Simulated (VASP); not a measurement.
Write the native input for VASP 6.6.1 that does the following.

* Task: relaxation of cell and atoms
* Functional: SCAN0
* Potentials or basis: VASP PAW PBE potentials, release 64 (Si, O)
* Cutoff: 600 eV
* k mesh: 5 × 5 × 5
* Occupations: gaussian, width 0.05 eV
* Spin: no spin polarisation
* Grid for exact exchange (PRECFOCK): Fast
* Exchange at q = 0: default
* Further INCAR settings: ALGO = Normal; EDIFF = 1e-06; IBRION = 2; EDIFFG = -0.01; NSW = 60; ISIF = 3

SiO:

```xyz
2
Lattice="2.8070 0.0000 0.0000 0.0000 2.8070 0.0000 0.0000 0.0000 2.8070" Properties=species:S:1:pos:R:3 pbc="T T T"
Si    0.0000    0.0000    0.0000
O     1.4035    1.4035    1.4035
```

The cell was built by a generator and needn't be a form met in nature.

One way to write it, as run:

POSCAR

```
SiO
1.0
    2.8069700000      0.0000000000      0.0000000000
    0.0000000000      2.8069700000      0.0000000000
    0.0000000000      0.0000000000      2.8069700000
Si O
1 1
Direct
    0.0000000000      0.0000000000      0.0000000000
    0.5000000000      0.5000000000      0.5000000000
```

INCAR.step1

```
PREC = Accurate
ENCUT = 600
EDIFF = 1E-5
ISMEAR = 0
SIGMA = 0.05
LREAL = F
LASPH = T
NELM = 80
ALGO = Normal
LWAVE = T
LCHARG = F
GGA = PE
```

INCAR.step2

```
PREC = Accurate
ENCUT = 600
EDIFF = 1E-6
ISMEAR = 0
SIGMA = 0.05
LREAL = F
LASPH = T
NELM = 80
ALGO = Normal
ISIF = 3
LWAVE = F
LCHARG = F
METAGGA = SCAN
LHFCALC = T
AEXX = 0.25
LMIXTAU = T
PRECFOCK = Fast
IBRION = 2
NSW = 60
EDIFFG = -0.01
ISTART = 1
```

KPOINTS

```
regular mesh
0
Gamma
  5 5 5
```

Potentials or basis: VASP PAW PBE potentials, release 64 (Si, O).

Launch:

```bash
$ cat potpaw_PBE.64/Si/POTCAR potpaw_PBE.64/O/POTCAR > POTCAR
$ cp INCAR.step1 INCAR
$ mpirun -np 1 vasp_std > vasp.out
$ cp INCAR.step2 INCAR
$ mpirun -np 1 vasp_std > vasp.out
```

Results of the run:

```json
{"Relaxed volume": "10.76 Å³/atom", "Relaxed cell": "a = 2.782 Å, b = 2.782 Å, c = 2.782 Å, α = 90.00°, β = 90.00°, γ = 90.00°", "Space group after relaxing (to 0.05 Å)": "Pm-3m (No. 221)", "Energy gained by relaxing": "3.6 meV/atom", "Ionic steps": "3", "Pressure after relaxing": "0.0 GPa", "Band gap on the k mesh": "1.67 eV, indirect (least direct gap 3.19 eV)"}
```

Caveat: the k mesh is coarse (spacing up to 0.45 Å⁻¹), so the values aren't converged, least of all with exact exchange; the PAW data sets were made with another functional, which shifts forces and pressure a little; an odd mesh through Γ misses points on the zone boundary, where band edges often lie.

It took 120 s on 1 thread of AMD EPYC 9R45 96-Core Processor (Zen 5), with other jobs on the host, peak memory 0.12 GiB.
